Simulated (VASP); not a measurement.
# MoS2 (P6_3/mmc) in VASP: a series of runs

The runs below take MoS2 through relaxation of cell and atoms, with r2SCAN, PBE+D3(BJ).

Everything below comes from runs of VASP 6.6.1. Logs are shortened: lines on timing, memory, paths and dates and some standing lists are left out, and cuts for length are marked.

### 1 The crystal as given

Symmetry: P6_3/mmc, No. 194, hexagonal system. Conventional cell: a = 3.185 Å, b = 3.185 Å, c = 12.964 Å, α = 90.00°, β = 90.00°, γ = 120.00°. Mo (site symmetry -6m2) has 6 S at 2.41 Å as nearest neighbours. Around S (site symmetry 3m) lie 3 Mo at 2.41 Å.

### 2 Relaxation of cell and atoms, r2SCAN

File INCAR:

```
SYSTEM = MoS2
PREC = Accurate
ENCUT = 600
EDIFF = 1E-7
ISMEAR = 0
SIGMA = 0.03
LREAL = .FALSE.
LASPH = .TRUE.
NELM = 80
ALGO = Normal
ISIF = 3
LWAVE = .FALSE.
LCHARG = .FALSE.
METAGGA = R2SCAN
LMIXTAU = .TRUE.
IBRION = 2
NSW = 90
EDIFFG = -0.005
KPAR = 2
```

File KPOINTS:

```
Automatic mesh
0
G
  12 12 3
  0 0 0
```

File POSCAR:

```
MoS2                                    
1.0
    3.1853172828     -0.0000000000      0.0000000000
   -1.5926586414      2.7585656860      0.0000000000
   -0.0000000000     -0.0000000000     12.9642686655
  Mo              S             
     2     4
Direct
     0.3333333332999970    0.6666666667000030    0.2500000000000000
     0.6666666667000030    0.3333333332999970    0.7500000000000000
     0.3333333332999970    0.6666666667000030    0.6302507160050531
     0.6666666667000030    0.3333333332999970    0.1302507160050531
     0.3333333332999970    0.6666666667000030    0.8697492839949469
     0.6666666667000030    0.3333333332999970    0.3697492839949470
```

Potentials or basis: VASP PAW PBE potentials, release 64 (Mo_sv, S).

The run is started by

```console
> cat potpaw_PBE.64/Mo_sv/POTCAR potpaw_PBE.64/S/POTCAR > POTCAR
> mpirun -np 2 vasp_std > vasp.out
```

OUTCAR:

```text
SYSTEM = MoS2
   PREC = Accurate
   ENCUT = 600
   EDIFF = 1E-7
   ISMEAR = 0
   LREAL = .FALSE.
   LASPH = .TRUE.
   NELM = 80
   ISIF = 3
   METAGGA = R2SCAN
   IBRION = 2
   NSW = 90
   EDIFFG = -0.005

 ion  position               nearest neighbor table
   1  0.333  0.667  0.250-   4 2.41   6 2.41   4 2.41   6 2.41   4 2.41   6 2.41
   2  0.667  0.333  0.750-   3 2.41   5 2.41   3 2.41   5 2.41   3 2.41   5 2.41
   3  0.333  0.667  0.630-   2 2.41   2 2.41   2 2.41
   4  0.667  0.333  0.130-   1 2.41   1 2.41   1 2.41
   5  0.333  0.667  0.870-   2 2.41   2 2.41   2 2.41
   6  0.667  0.333  0.370-   1 2.41   1 2.41   1 2.41

  LATTYP: Found a hexagonal cell.
 ALAT       =     3.1853172828
 C/A-ratio  =     4.0700085783

  Lattice vectors:

 A1 = (   3.1853172828,   0.0000000000,   0.0000000000)
 A2 = (  -1.5926586414,   2.7585656860,   0.0000000000)
 A3 = (   0.0000000000,   0.0000000000,  12.9642686655)

Analysis of symmetry for initial positions (statically):
=====================================================================
 Subroutine PRICEL returns:
 Original cell was already a primitive cell.

 Routine SETGRP: Setting up the symmetry group for a
 hexagonal supercell.

 Subroutine GETGRP returns: Found 24 space group operations
 (whereof 12 operations were pure point group operations)
 out of a pool of 24 trial point group operations.

The static configuration has the point symmetry D_3d.
 The point group associated with its full space group is D_6h.

Analysis of symmetry for dynamics (positions and initial velocities):
=====================================================================
 Subroutine PRICEL returns:
 Original cell was already a primitive cell.

 Routine SETGRP: Setting up the symmetry group for a
 hexagonal supercell.

 Subroutine GETGRP returns: Found 24 space group operations
 (whereof 12 operations were pure point group operations)
 out of a pool of 24 trial point group operations.

The dynamic configuration has the point symmetry D_3d.
 The point group associated with its full space group is D_6h.

 Subroutine INISYM returns: Found 24 space group operations
 (whereof 12 operations are pure point group operations),
 and found     1 'primitive' translations

----------------------------------------------------------------------------------------

                                     Primitive cell

  volume of cell :     113.9158

  direct lattice vectors                    reciprocal lattice vectors
     3.185317283  0.000000000  0.000000000     0.313940468  0.181253614  0.000000000
    -1.592658641  2.758565686  0.000000000     0.000000000  0.362507228  0.000000000
     0.000000000  0.000000000 12.964268666     0.000000000  0.000000000  0.077135088

  length of vectors
     3.185317283  3.185317283 12.964268666     0.362507228  0.362507228  0.077135088

  position of ions in fractional coordinates (direct lattice)
     0.333333333  0.666666667  0.250000000
     0.666666667  0.333333333  0.750000000
     0.333333333  0.666666667  0.630250716
     0.666666667  0.333333333  0.130250716
     0.333333333  0.666666667  0.869749284
     0.666666667  0.333333333  0.369749284

  ion indices of the primitive-cell ions
   primitive index   ion index
                 1           1
                 2           2
                 3           3
                 4           4
                 5           5
                 6           6

----------------------------------------------------------------------------------------

 KPOINTS: Automatic mesh

Automatic generation of k-mesh.
 Grid dimensions read from file:
 generate k-points for:   12   12    3

 Generating k-lattice:

  Cartesian coordinates                     Fractional coordinates (reciprocal lattice)
     0.026161706  0.015104468  0.000000000     0.083333333  0.000000000  0.000000000
     0.000000000  0.030208936  0.000000000     0.000000000  0.083333333  0.000000000
     0.000000000  0.000000000  0.025711696     0.000000000  0.000000000  0.333333333

  Length of vectors
     0.030208936  0.030208936  0.025711696

  Shift w.r.t. Gamma in fractional coordinates (k-lattice)
     0.000000000  0.000000000  0.000000000

 Subroutine IBZKPT returns following result:
 ===========================================

 Found     38 irreducible k-points:

 Following reciprocal coordinates:
            Coordinates               Weight
  0.000000  0.000000  0.000000      1.000000
  0.083333 -0.000000  0.000000      6.000000
  0.166667 -0.000000  0.000000      6.000000
  0.250000 -0.000000  0.000000      6.000000
  0.333333  0.000000  0.000000      6.000000
  0.416667 -0.000000  0.000000      6.000000
[... 16 lines left out ...]
  0.250000 -0.000000  0.333333     12.000000
  0.333333  0.000000  0.333333     12.000000
 [... further k-points ...]
   k-points           NKPTS =     38   k-points in BZ     NKDIM =     38   number of bands    NBANDS=     31
   number of dos      NEDOS =    301   number of ions     NIONS =      6
   total plane-waves  NPLWV =  84672
   dimension x,y,z NGX =    28 NGY =   28 NGZ =  108
   dimension x,y,z NGXF=    56 NGYF=   56 NGZF=  216
   ions per type =               2   4
   NGX,Y,Z   is equivalent  to a cutoff of  14.61, 14.61, 13.85 a.u.
   NGXF,Y,Z  is equivalent  to a cutoff of  29.23, 29.23, 27.70 a.u.
 SYSTEM =  MoS2
   PREC   = accura    normal or accurate (medium, high low for compatibility)
   ISTART =      0    job   : 0-new  1-cont  2-samecut
   ICHARG =      2    charge: 1-file 2-atom 10-const
   ISPIN  =      1    spin polarized calculation?
   LNONCOLLINEAR =      F non collinear calculations
   LSORBIT =      F    spin-orbit coupling
   LASPH  =      T    aspherical Exc in radial PAW
   ENCUT  =  600.0 eV  44.10 Ry    6.64 a.u.   6.36  6.36 25.89*2*pi/ulx,y,z
   NELM   =     80;   NELMIN=  2; NELMDL= -5     # of ELM steps
   EDIFF  = 0.1E-06   stopping-criterion for ELM
   LREAL  =      F    real-space projection
   EDIFFG = -.5E-02   stopping-criterion for IOM
   NSW    =     90    number of steps for IOM
   IBRION =      2    ionic relax: 0-MD 1-quasi-New 2-CG
   NFREE  =      1    steps in history (QN), initial steepest desc. (CG)
   ISIF   =      3    stress and relaxation
   ISYM   =      2    0-nonsym 1-usesym 2-fastsym
   POTIM  = 0.5000    time-step for ionic-motion
   TEBEG  =    0.0;   TEEND  =   0.0 temperature during run
   PSTRESS=    0.0 pullay stress
   NELECT =      52.0000    total number of electrons
   NUPDOWN=      -1.0000    fix difference up-down
   EMIN   =  10.00;   EMAX   =-10.00  energy-range for DOS
   EFERMI =   0.00;   METHOD = LEGACY
   ISMEAR =     0;   SIGMA  =   0.03  broadening in eV -4-tet -1-fermi 0-gaus
   EFERMI_NEDOS =   21; number of points for ismear=-14 and -15
   IALGO  =     38    algorithm
   IMIX   =      4    mixing-type and parameters
     AMIX     =   0.40;   BMIX     =  1.00
     AMIX_MAG =   1.60;   BMIX_MAG =  1.00
  volume/ion in A,a.u.               =      18.99       128.12
  Fermi-wavevector in a.u.,A,eV,Ry     =   1.260515  2.382027 21.618262  1.588897
  Thomas-Fermi vector in A             =   2.394020
   LORBIT       =      0    0 simple, 1 ext, 2 COOP (PROOUT), +10 PAW based schemes
   METAGGA = R2SCAN    functional components
   LHFCALC =     F    Hartree Fock is set to
   AEXX    =    0.0000 exact exchange contribution
   IVDW    =     0    specifies the selected vdW correction
   LEPSILON=     F    determine dielectric tensor
   LRPA    =     F    only Hartree local field effects (RPA)
 conjugate gradient relaxation of ions
 non-spin polarized calculation
 Gauss-broadening in eV      SIGMA  =   0.03
  energy-cutoff  :      600.00
  volume of cell :      113.92
 maximum number of plane-waves:      3829
 NGX is ok and might be reduce to    28
   NGX = 13   NGY = 13   NGZ = 51

 number of electron      51.9999998 magnetization

 Free energy of the ion-electron system (eV)
  ---------------------------------------------------
  ext. energy  EPLUGINS =         0.00000000
  ---------------------------------------------------
  free energy    TOTEN  =       -90.08333134 eV

  energy without entropy =      -90.08333134  energy(sigma->0) =      -90.08333134

 E-fermi :   6.7151     XC(G=0): -11.0509

 val. band max:        6.4922782801   @ k =   0.0000   0.0000   0.0000
 cond. band min:       7.6604494653   @ k =   0.3333   0.3333   0.0000
 fundamental gap:      1.1681711853
 Fermi energy:         6.7150930858

 k-point     1 :       0.0000    0.0000    0.0000
  band No.  band energies     occupation
      1     -56.8871      2.00000
      2     -56.8871      2.00000
      3     -30.2988      2.00000
      4     -30.2988      2.00000
      5     -30.0918      2.00000
      6     -30.0918      2.00000
[... 23 lines left out ...]
     30       8.8602      0.00000
     31       9.0687      0.00000

 k-point     2 :       0.0833   -0.0000    0.0000
  band No.  band energies     occupation
      1     -56.8844      2.00000
      2     -56.8844      2.00000
      3     -30.2934      2.00000
      4     -30.2933      2.00000
      5     -30.1191      2.00000
      6     -30.1191      2.00000
[... 23 lines left out ...]
     30       8.9326      0.00000
     31       8.9414      0.00000

 k-point     3 :       0.1667   -0.0000    0.0000
  band No.  band energies     occupation
      1     -56.8769      2.00000
      2     -56.8769      2.00000
      3     -30.2784      2.00000
      4     -30.2783      2.00000
      5     -30.1932      2.00000
      6     -30.1932      2.00000
[... 23 lines left out ...]
     30       8.7335      0.00000
     31       8.7654      0.00000

 k-point     4 :       0.2500   -0.0000    0.0000
  band No.  band energies     occupation
      1     -56.8666      2.00000
      2     -56.8666      2.00000
      3     -30.2930      2.00000
      4     -30.2930      2.00000
      5     -30.2578      2.00000
      6     -30.2578      2.00000
[... 23 lines left out ...]
     30       8.6806      0.00000
     31       8.9097      0.00000

 k-point     5 :       0.3333    0.0000    0.0000
  band No.  band energies     occupation
      1     -56.8563      2.00000
      2     -56.8563      2.00000
      3     -30.3913      2.00000
      4     -30.3913      2.00000
      5     -30.2372      2.00000
      6     -30.2372      2.00000
[... 23 lines left out ...]
     30       8.7422      0.00000
     31       9.3587      0.00000
[... 542 lines left out ...]
     30       8.9117      0.00000
     31       8.9584      0.00000

 k-point    22 :       0.1667   -0.0000    0.3333
  band No.  band energies     occupation
      1     -56.8769      2.00000
      2     -56.8769      2.00000
      3     -30.2784      2.00000
      4     -30.2783      2.00000
      5     -30.1932      2.00000
      6     -30.1932      2.00000
[... 23 lines left out ...]
     30       8.7347      0.00000
     31       8.8011      0.00000

 k-point    23 :       0.2500   -0.0000    0.3333
  band No.  band energies     occupation
      1     -56.8666      2.00000
      2     -56.8666      2.00000
      3     -30.2930      2.00000
      4     -30.2930      2.00000
      5     -30.2578      2.00000
      6     -30.2578      2.00000
[... 23 lines left out ...]
     30       8.4535      0.00000
     31       9.0946      0.00000

 k-point    24 :       0.3333    0.0000    0.3333
  band No.  band energies     occupation
      1     -56.8563      2.00000
      2     -56.8563      2.00000
      3     -30.3913      2.00000
      4     -30.3913      2.00000
      5     -30.2372      2.00000
      6     -30.2372      2.00000
[... 23 lines left out ...]
     30       8.5702      0.00000
     31       9.5394      0.00000

 [... further k-points ...]

------------------------ aborting loop because EDIFF is reached ----------------------------------------

  FORCE on cell =-STRESS in cart. coord.  units (eV):
  Direction    XX          YY          ZZ          XY          YZ          ZX
  --------------------------------------------------------------------------------------
  -------------------------------------------------------------------------------------
  Total        0.0039653      0.0039653      0.0068769     -0.0000000      0.0000000      0.0000000
  in kB        0.0557702      0.0557702      0.0967213     -0.0000000      0.0000000      0.0000000
  external PRESSURE =       0.0694206 kB  Pullay stress =       0.0000000 kB

 VOLUME and BASIS-vectors are now :
 -----------------------------------------------------------------------------
  energy-cutoff  :      600.00
  volume of cell :      113.92
      direct lattice vectors                 reciprocal lattice vectors
     3.185317283  0.000000000  0.000000000     0.313940468  0.181253614  0.000000000
    -1.592658641  2.758565686  0.000000000     0.000000000  0.362507228  0.000000000
     0.000000000  0.000000000 12.964268666     0.000000000  0.000000000  0.077135088

 POSITION                                       TOTAL-FORCE (eV/Angst)
 -----------------------------------------------------------------------------------
     -0.00000      1.83904      3.24107        -0.000000      0.000000      0.000000
      1.59266      0.91952      9.72320         0.000000     -0.000000      0.000000
     -0.00000      1.83904      8.17074        -0.000000      0.000000      0.000713
      1.59266      0.91952      1.68861        -0.000000      0.000000      0.000713
     -0.00000      1.83904     11.27566        -0.000000      0.000000     -0.000713
      1.59266      0.91952      4.79353        -0.000000     -0.000000     -0.000713
 -----------------------------------------------------------------------------------
    total drift:                               -0.000000      0.000000     -0.000000

  FREE ENERGIE OF THE ION-ELECTRON SYSTEM (eV)
  ---------------------------------------------------
  free  energy   TOTEN  =       -90.0833313420 eV

  energy  without entropy=      -90.0833313420  energy(sigma->0) =      -90.08333134

 reached required accuracy - stopping structural energy minimisation
```

Wall time 9.7 min (2 MPI ranks of Intel Xeon 6975P-C (Granite Rapids), shared host); peak memory 0.38 GiB.

Results:

* Free energy: -90.0833 eV
* Pressure after relaxing: 0.0 GPa
* Band gap on the k mesh: 1.17 eV, indirect (least direct gap 1.73 eV)

Final structure:
```
CELL_PARAMETERS angstrom
3.18532 0.00000 0.00000
-1.59266 2.75857 0.00000
0.00000 0.00000 12.96427
ATOMIC_POSITIONS crystal
Mo 0.33333 0.66667 0.25000
Mo 0.66667 0.33333 0.75000
S 0.33333 0.66667 0.63025
S 0.66667 0.33333 0.13025
S 0.33333 0.66667 0.86975
S 0.66667 0.33333 0.36975
```

Levels at points of the mesh, in eV from the valence-band top:
```
           k point  band 24  band 25  band 26  band 27  band 28  band 29
(0.00, 0.00, 0.00)    -1.53    -0.89     0.00     2.35     2.35     2.37
(0.50, 0.00, 0.00)    -1.65    -1.26    -1.20     1.79     1.81     2.24
```

Caveat: the relaxation stopped at its first step, so nothing moved; the PAW data sets were made with another functional, which shifts forces and pressure a little; an odd mesh through Γ misses points on the zone boundary, where band edges often lie.

### 3 Relaxation of cell and atoms, PBE+D3(BJ)

This run uses another cell than the first one, of 17.86 Å³/atom, 0.941 times its volume.

File INCAR:

```
SYSTEM = MoS2
ALGO = Normal ; EDIFF = 1E-6
EDIFFG = -0.01 ; ENCUT = 600
GGA = PE ; IBRION = 2
ISIF = 3 ; ISMEAR = 0
IVDW = 12 ; KPAR = 2
LASPH = .TRUE. ; LCHARG = .FALSE.
LREAL = .FALSE. ; LWAVE = .FALSE.
NELM = 80 ; NSW = 90
PREC = Accurate ; SIGMA = 0.03
```

File KPOINTS:

```
k-points
0
G
  12 12 3
  0 0 0
```

File POSCAR:

```
MoS2
1.0
    3.1690000000      0.0000000000      0.0000000000
   -1.5845000000      2.7444345046      0.0000000000
    0.0000000000      0.0000000000     12.3240000000
Mo S
2 4
Direct
    0.3333333333      0.6666666667      0.2500000000
    0.6666666667      0.3333333333      0.7500000000
    0.3333333333      0.6666666667      0.6230000000
    0.6666666667      0.3333333333      0.1230000000
    0.3333333333      0.6666666667      0.8770000000
    0.6666666667      0.3333333333      0.3770000000
```

Potentials or basis: VASP PAW PBE potentials, release 64 (Mo_sv, S).

The run is started by

```console
> cat potpaw_PBE.64/Mo_sv/POTCAR potpaw_PBE.64/S/POTCAR > POTCAR
> mpirun -np 2 vasp_std > vasp.out
```

Run time: 8 min. Hardware: 2 MPI ranks of Intel Xeon Platinum 8488C (Sapphire Rapids), shared host; peak memory 0.34 GiB.

The run converged. Its results:

```yaml
Free_energy: -46.1731 eV
Relaxed_volume: 17.30 Å³/atom
Relaxed_cell: a = 3.149 Å, b = 3.149 Å, c = 12.089 Å, α = 90.00°, β = 90.00°, γ = 120.00°
Space_group_after_relaxing_to_0.05_Å: P6_3/mmc (No. 194)
Energy_gained_by_relaxing: 2.8 meV/atom
Ionic_steps: 11
Pressure_after_relaxing: 0.0 GPa
Band_gap_on_the_k_mesh: 0.80 eV, indirect (least direct gap 1.71 eV)
Dispersion_energy_per_atom: -0.438 eV
```

The path:
```csv
step,energy change (eV),largest force (eV/Å),pressure (GPa),volume (Å³)
1,0.0000,0.0753,-2.05,107.18
2,0.0163,0.5260,3.47,103.67
3,-0.0088,0.1417,-0.09,105.86
4,-0.0114,0.0580,-0.06,105.44
5,-0.0115,0.0366,-0.07,105.33
6,-0.0130,0.0355,-0.03,105.08
7,-0.0160,0.0313,0.07,104.31
8,-0.0149,0.0206,0.41,102.76
9,-0.0168,0.0313,0.21,103.72
10,-0.0145,0.1359,-1.02,104.15
11,-0.0169,0.0015,-0.01,103.80
```

Final structure:
```
Mo S
1.0
     3.14878    0.00000    0.00000
    -1.57439    2.72692    0.00000
     0.00000    0.00000   12.08852
Mo S
2 4
Direct
  0.33333 0.66667 0.25000
  0.66667 0.33333 0.75000
  0.33333 0.66667 0.62053
  0.66667 0.33333 0.12053
  0.33333 0.66667 0.87947
  0.66667 0.33333 0.37947
```

Levels at points of the mesh, in eV from the valence-band top:
```tsv
k point	band 23	band 24	band 25	band 26	band 27	band 28	band 29	band 30
(0.00, 0.00, 0.00)	-2.15	-1.27	-1.11	0.00	2.09	2.09	2.13	2.13
(0.50, 0.00, 0.00)	-1.78	-1.52	-1.49	-1.33	1.62	1.68	2.00	2.31
```

Caveat: an odd mesh through Γ misses points on the zone boundary, where band edges often lie. Expect the measured gap to be larger: semilocal functionals such as PBE lack the derivative discontinuity.
